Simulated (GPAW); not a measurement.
The system is PbF2 (Fluorocronite).

```
Pb F
1.0
     0.00000    2.96366    2.96366
     2.96366    0.00000    2.96366
     2.96366    2.96366    0.00000
Pb F
1 2
Cartesian
  0.0000 0.0000 0.0000
  4.4455 4.4455 4.4455
  1.4818 1.4818 1.4818
```

* Program: GPAW 26.7.0
* Task: relaxation of cell and atoms
* Functional: PBEsol
* Dispersion: D3(BJ)
* Potentials or basis: PAW data sets generated in the run's folder for this functional
* Cutoff: 800 eV
* Basis: pw
* k mesh: 8 × 8 × 8
* Occupations: fermi-dirac, width 0.05 eV
* Spin: no spin polarisation

At the start: pressure -3.8 GPa; volume 17.35 Å³/atom.

Problem. How do energy, volume and symmetry change on relaxing?

Solution. Over 4 steps the energy falls by 4.1 meV/atom and the volume is 16.50 Å³/atom (-4.9 %); space group Fm-3m (No. 225, to 0.05 Å).

The path:
| step | energy change (eV) | largest force (eV/Å) | pressure (GPa) | volume (Å³) |
| --- | --- | --- | --- | --- |
| 1 | 0.0000 | 0.0000 | -3.81 | 52.06 |
| 2 | -0.0046 | 0.0000 | -3.42 | 51.75 |
| 3 | -0.0106 | 0.0000 | 0.29 | 49.31 |
| 4 | -0.0123 | 0.0000 | -0.02 | 49.49 |

Final structure:
```xyz
3
Lattice="0.0000 2.9140 2.9140 2.9140 0.0000 2.9140 2.9140 2.9140 0.0000" Properties=species:S:1:pos:R:3 pbc="T T T"
Pb    0.0000    0.0000    0.0000
F     4.3711    4.3711    4.3711
F     1.4570    1.4570    1.4570
```

Caveat: later steps reuse the first step's grids.
